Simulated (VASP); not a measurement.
# Cu (Fm-3m) in VASP: notebook, part 2 of 2

VASP 6.6.1.

**4. Relaxation of cell and atoms, r2SCAN**

INCAR reads:

```
PREC = Accurate
ENCUT = 600
EDIFF = 1E-6
ISMEAR = 1
SIGMA = 0.1
LREAL = False
LASPH = True
NELM = 80
ALGO = Normal
ISIF = 3
LWAVE = False
LCHARG = False
METAGGA = R2SCAN
LMIXTAU = True
IBRION = 2
NSW = 90
EDIFFG = -0.01
```

KPOINTS reads:

```
regular mesh
0
Gamma
  18 18 18
```

POSCAR reads:

```
Cu
1.0
    0.0000000000      1.8075000000      1.8075000000
    1.8075000000      0.0000000000      1.8075000000
    1.8075000000      1.8075000000      0.0000000000
Cu
1
Direct
    0.0000000000      0.0000000000      0.0000000000
```

Potentials or basis: VASP PAW PBE potentials, release 64 (Cu).

Launch:

```console
cat potpaw_PBE.64/Cu/POTCAR > POTCAR
mpirun -np 1 vasp_std > vasp.out
```

OUTCAR:

```text
PREC = Accurate
   ENCUT = 600
   EDIFF = 1E-6
   ISMEAR = 1
   LREAL = False
   LASPH = True
   NELM = 80
   ISIF = 3
   METAGGA = R2SCAN
   IBRION = 2
   NSW = 90
   EDIFFG = -0.01

 ion  position               nearest neighbor table
   1  0.000  0.000  0.000-

  LATTYP: Found a face centered cubic cell.
 ALAT       =     3.6150000000

  Lattice vectors:

 A1 = (   0.0000000000,   1.8075000000,   1.8075000000)
 A2 = (   1.8075000000,   0.0000000000,   1.8075000000)
 A3 = (   1.8075000000,   1.8075000000,   0.0000000000)

Analysis of symmetry for initial positions (statically):
=====================================================================
 Subroutine PRICEL returns:
 Original cell was already a primitive cell.

 Routine SETGRP: Setting up the symmetry group for a
 face centered cubic supercell.

 Subroutine GETGRP returns: Found 48 space group operations
 (whereof 48 operations were pure point group operations)
 out of a pool of 48 trial point group operations.

The static configuration has the point symmetry O_h .

Analysis of symmetry for dynamics (positions and initial velocities):
=====================================================================
 Subroutine PRICEL returns:
 Original cell was already a primitive cell.

 Routine SETGRP: Setting up the symmetry group for a
 face centered cubic supercell.

 Subroutine GETGRP returns: Found 48 space group operations
 (whereof 48 operations were pure point group operations)
 out of a pool of 48 trial point group operations.

The dynamic configuration has the point symmetry O_h .

 Subroutine INISYM returns: Found 48 space group operations
 (whereof 48 operations are pure point group operations),
 and found     1 'primitive' translations

----------------------------------------------------------------------------------------

                                     Primitive cell

  volume of cell :      11.8104

  direct lattice vectors                    reciprocal lattice vectors
     0.000000000  1.807500000  1.807500000    -0.276625173  0.276625173  0.276625173
     1.807500000  0.000000000  1.807500000     0.276625173 -0.276625173  0.276625173
     1.807500000  1.807500000  0.000000000     0.276625173  0.276625173 -0.276625173

  length of vectors
     2.556191014  2.556191014  2.556191014     0.479128854  0.479128854  0.479128854

  position of ions in fractional coordinates (direct lattice)
     0.000000000  0.000000000  0.000000000

  ion indices of the primitive-cell ions
   primitive index   ion index
                 1           1

----------------------------------------------------------------------------------------

 KPOINTS: regular mesh

Automatic generation of k-mesh.
 Grid dimensions read from file:
 generate k-points for:   18   18   18

 Generating k-lattice:

  Cartesian coordinates                     Fractional coordinates (reciprocal lattice)
    -0.015368065  0.015368065  0.015368065     0.055555556  0.000000000  0.000000000
     0.015368065 -0.015368065  0.015368065     0.000000000  0.055555556  0.000000000
     0.015368065  0.015368065 -0.015368065     0.000000000  0.000000000  0.055555556

[... 45 lines left out ...]
   NGXF,Y,Z  is equivalent  to a cutoff of  26.01, 26.01, 26.01 a.u.
 SYSTEM =  unknown system
   PREC   = accura    normal or accurate (medium, high low for compatibility)
   ISTART =      0    job   : 0-new  1-cont  2-samecut
   ICHARG =      2    charge: 1-file 2-atom 10-const
   ISPIN  =      1    spin polarized calculation?
   LNONCOLLINEAR =      F non collinear calculations
   LSORBIT =      F    spin-orbit coupling
   LASPH  =      T    aspherical Exc in radial PAW
   ENCUT  =  600.0 eV  44.10 Ry    6.64 a.u.   5.11  5.11  5.11*2*pi/ulx,y,z
   NELM   =     80;   NELMIN=  2; NELMDL= -5     # of ELM steps
   EDIFF  = 0.1E-05   stopping-criterion for ELM
   LREAL  =      F    real-space projection
   EDIFFG = -.1E-01   stopping-criterion for IOM
   NSW    =     90    number of steps for IOM
   IBRION =      2    ionic relax: 0-MD 1-quasi-New 2-CG
   NFREE  =      1    steps in history (QN), initial steepest desc. (CG)
   ISIF   =      3    stress and relaxation
   ISYM   =      2    0-nonsym 1-usesym 2-fastsym
   POTIM  = 0.5000    time-step for ionic-motion
   TEBEG  =    0.0;   TEEND  =   0.0 temperature during run
   PSTRESS=    0.0 pullay stress
   NELECT =      11.0000    total number of electrons
   NUPDOWN=      -1.0000    fix difference up-down
   EMIN   =  10.00;   EMAX   =-10.00  energy-range for DOS
   EFERMI =   0.00;   METHOD = LEGACY
   ISMEAR =     1;   SIGMA  =   0.10  broadening in eV -4-tet -1-fermi 0-gaus
   EFERMI_NEDOS =   21; number of points for ismear=-14 and -15
   IALGO  =     38    algorithm
   IMIX   =      4    mixing-type and parameters
     AMIX     =   0.40;   BMIX     =  1.00
     AMIX_MAG =   1.60;   BMIX_MAG =  1.00
  volume/ion in A,a.u.               =      11.81        79.70
  Fermi-wavevector in a.u.,A,eV,Ry     =   1.598763  3.021224 34.777078  2.556043
  Thomas-Fermi vector in A             =   2.696162
   LORBIT       =      0    0 simple, 1 ext, 2 COOP (PROOUT), +10 PAW based schemes
   METAGGA = R2SCAN    functional components
   LHFCALC =     F    Hartree Fock is set to
   AEXX    =    0.0000 exact exchange contribution
   IVDW    =     0    specifies the selected vdW correction
   LEPSILON=     F    determine dielectric tensor
   LRPA    =     F    only Hartree local field effects (RPA)
 conjugate gradient relaxation of ions
 non-spin polarized calculation
 Methfessel and Paxton  Order N= 1 SIGMA  =   0.10
  energy-cutoff  :      600.00
  volume of cell :       11.81
 maximum number of plane-waves:       411
   NGX = 11   NGY = 11   NGZ = 11

--------------------------------------- Ionic step        1  -------------------------------------------

 number of electron      11.0000001 magnetization

 Free energy of the ion-electron system (eV)
  ---------------------------------------------------
  ext. energy  EPLUGINS =         0.00000000
  ---------------------------------------------------
  free energy    TOTEN  =       -10.82318558 eV

  energy without entropy =      -10.82311427  energy(sigma->0) =      -10.82316181

------------------------ aborting loop because EDIFF is reached ----------------------------------------

  FORCE on cell =-STRESS in cart. coord.  units (eV):
  Direction    XX          YY          ZZ          XY          YZ          ZX
  --------------------------------------------------------------------------------------
  -------------------------------------------------------------------------------------
  Total       -0.3027661     -0.3027661     -0.3027661     -0.0000000      0.0000000      0.0000000
  in kB      -41.0726738    -41.0726738    -41.0726738     -0.0000000      0.0000000      0.0000000
  external PRESSURE =     -41.0726738 kB  Pullay stress =       0.0000000 kB
[... 57 lines left out ...]
--------------------------------------- Ionic step        3  -------------------------------------------

 number of electron      11.0000011 magnetization

 Free energy of the ion-electron system (eV)
  ---------------------------------------------------
  ext. energy  EPLUGINS =         0.00000000
  ---------------------------------------------------
  free energy    TOTEN  =       -10.82722225 eV

  energy without entropy =      -10.82712134  energy(sigma->0) =      -10.82718862

 E-fermi :   7.6925     XC(G=0): -13.9237

 val. band max:        7.6626677213   @ k =   0.5000   0.3333   0.1667
 cond. band min:       7.6954933917   @ k =   0.5000   0.1111   0.0000
 fundamental gap:      0.0328256704
 Fermi energy:         7.6925297107

 k-point     1 :       0.0000    0.0000    0.0000
  band No.  band energies     occupation
      1      -2.1486      2.00000
      2       4.5161      2.00000
      3       4.5162      2.00000
      4       4.5162      2.00000
      5       5.3674      2.00000
      6       5.3674      2.00000
      7      31.3357      0.00000
      8      34.5827      0.00000
      9      34.5830      0.00000
[... 265 lines left out ...]
 k-point    24 :      -0.2222    0.0556    0.0000
  band No.  band energies     occupation
      1       0.0438      2.00000
      2       4.1968      2.00000
      3       4.6751      2.00000
      4       4.7165      2.00000
      5       5.3217      2.00000
      6       5.5807      2.00000
      7      21.5069      0.00000
      8      28.8718      0.00000
      9      32.6778      0.00000

 [... further k-points ...]

------------------------ aborting loop because EDIFF is reached ----------------------------------------

  FORCE on cell =-STRESS in cart. coord.  units (eV):
  Direction    XX          YY          ZZ          XY          YZ          ZX
  --------------------------------------------------------------------------------------
  -------------------------------------------------------------------------------------
  Total       -0.0066628     -0.0066628     -0.0066628     -0.0000000      0.0000000      0.0000000
  in kB       -0.9284022     -0.9284022     -0.9284022     -0.0000000      0.0000000      0.0000000
  external PRESSURE =      -0.9284022 kB  Pullay stress =       0.0000000 kB
[... 16 lines left out ...]
  FREE ENERGIE OF THE ION-ELECTRON SYSTEM (eV)
  ---------------------------------------------------
  free  energy   TOTEN  =       -10.8272222538 eV

  energy  without entropy=      -10.8271213393  energy(sigma->0) =      -10.82718862

 reached required accuracy - stopping structural energy minimisation
```

Run time: 2.9 min. Hardware: 1 thread of AMD EPYC 9R14 (Zen 4), shared host; peak memory 0.12 GiB.

What came out:

* Free energy: -10.8272 eV
* Relaxed volume: 11.50 Å³/atom
* Relaxed cell: a = 2.533 Å, b = 2.533 Å, c = 2.533 Å, α = 60.00°, β = 60.00°, γ = 60.00°
* Space group after relaxing (to 0.05 Å): Fm-3m (No. 225)
* Energy gained by relaxing: 4.0 meV/atom
* Ionic steps: 3
* Pressure after relaxing: -0.1 GPa
* Band gap on the k mesh: none (metal or under the smearing width)

Step by step:
| step | energy change (eV) | largest force (eV/Å) | pressure (GPa) | volume (Å³) |
| --- | --- | --- | --- | --- |
| 1 | 0.0000 | 0.0000 | -4.11 | 11.81 |
| 2 | -0.0024 | 0.0000 | 2.80 | 11.30 |
| 3 | -0.0040 | 0.0000 | -0.09 | 11.50 |

Final structure:
```xyz
1
Lattice="0.0000 1.7914 1.7914 1.7914 0.0000 1.7914 1.7914 1.7914 0.0000" Properties=species:S:1:pos:R:3 pbc="T T T"
Cu    0.0000    0.0000    0.0000
```

Caveat: the PAW data sets were made with another functional, which shifts forces and pressure a little.

**5. Relaxation of cell and atoms, r2SCAN**

This run uses another cell than the first one, of 11.50 Å³/atom, 0.974 times its volume.

INCAR: that of step 4 with these lines changed.

```diff
@@ -2,3 +2,3 @@
 ENCUT = 600
-EDIFF = 1E-6
+EDIFF = 1E-7
 ISMEAR = 1
@@ -16,2 +16,2 @@
 NSW = 90
-EDIFFG = -0.01
+EDIFFG = -0.005
```

KPOINTS is that of step 4.

POSCAR reads:

```
Cu                                      
1.0
    0.0000000000      1.7914283005      1.7914283005
    1.7914283005     -0.0000000000      1.7914283005
    1.7914283005      1.7914283005     -0.0000000000
  Cu            
     1
Direct
     0.0000000000000000    0.0000000000000000    0.0000000000000000
```

Launch:

```console
cat potpaw_PBE.64/Cu/POTCAR > POTCAR
mpirun -np 1 vasp_std > vasp.out
```

It took 2.6 min on 1 thread of AMD EPYC 9R14 (Zen 4), shared host; peak memory 0.12 GiB.

The run converged. Its results:

| Item | Value |
| --- | --- |
| Free energy | -10.8270 eV |
| Relaxed volume | 11.49 Å³/atom |
| Relaxed cell | a = 2.533 Å, b = 2.533 Å, c = 2.533 Å, α = 60.00°, β = 60.00°, γ = 60.00° |
| Space group after relaxing (to 0.05 Å) | Fm-3m (No. 225) |
| Energy gained by relaxing | 0.0 meV/atom |
| Ionic steps | 3 |
| Pressure after relaxing | 0.0 GPa |
| Band gap on the k mesh | none (metal or under the smearing width) |

Final structure:
```
CELL_PARAMETERS angstrom
0.00000 1.79103 1.79103
1.79103 0.00000 1.79103
1.79103 1.79103 0.00000
ATOMIC_POSITIONS crystal
Cu 0.00000 0.00000 0.00000
```

Levels at points of the mesh, in eV from the Fermi level:
| k point | band 2 | band 3 | band 4 | band 5 | band 6 | band 7 | band 8 | band 9 |
| --- | --- | --- | --- | --- | --- | --- | --- | --- |
| (0.00, 0.00, 0.00) | -3.18 | -3.18 | -3.18 | -2.33 | -2.33 | 23.65 | 26.90 | 26.90 |
| (0.50, 0.00, 0.00) | -3.23 | -3.23 | -1.71 | -1.71 | -1.09 | 4.16 | 22.14 | 23.63 |
| (0.50, 0.50, 0.00) | -4.69 | -1.75 | -1.55 | -1.55 | 1.61 | 7.67 | 14.03 | 14.03 |

Caveat: the PAW data sets were made with another functional, which shifts forces and pressure a little.
